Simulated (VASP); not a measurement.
Input of a VASP 6.6.1 run:

INCAR

```
PREC = Accurate
ENCUT = 300
EDIFF = 1E-7
ISMEAR = 1
SIGMA = 0.1
LREAL = False
LASPH = True
NELM = 80
ALGO = Normal
ISIF = 4
LWAVE = False
LCHARG = False
GGA = PE
IBRION = 2
NSW = 40
EDIFFG = -0.01
```

The input KPOINTS:

```
regular mesh
0
Gamma
  6 6 3
```

File POSCAR:

```
TiTe2                                   
1.0
    3.8142922816     -0.0000000000      0.0000000000
   -1.9071461408      3.3032740133     -0.0000000000
   -0.0000000000      0.0000000000      6.6450996954
  Ti              Te            
     1     2
Direct
     0.0000000000000000    1.0000000000000000    1.0000000000000000
     0.6666666667000030    0.3333333332999970    0.2572299828178191
     0.3333333332999970    0.6666666667000030    0.7427700171821809
```

Potentials or basis: VASP PAW PBE potentials, release 64 (Ti, Te).

The run is started by

```bash
$ cat potpaw_PBE.64/Ti/POTCAR potpaw_PBE.64/Te/POTCAR > POTCAR
$ mpirun -np 1 vasp_std > vasp.out
```

What does it give for the energy gained by relaxing?

1.4 meV/atom.

Estimate the band gap on the k mesh.

none (metal or under the smearing width).

Step by step:
```csv
step,energy change (eV),largest force (eV/Å),pressure (GPa)
1,0.0000,0.1684,-1.16
2,-0.0022,0.0957,-0.91
3,-0.0031,0.0157,-0.63
4,-0.0031,0.0025,-0.58
5,-0.0038,0.0009,-0.49
6,-0.0041,0.0010,-0.39
```

Caveat: this functional lacks dispersion, which binds the layers, so the pressure and a relaxed spacing across them are unreliable. Spin-orbit coupling is left out, which matters for the levels of Te.
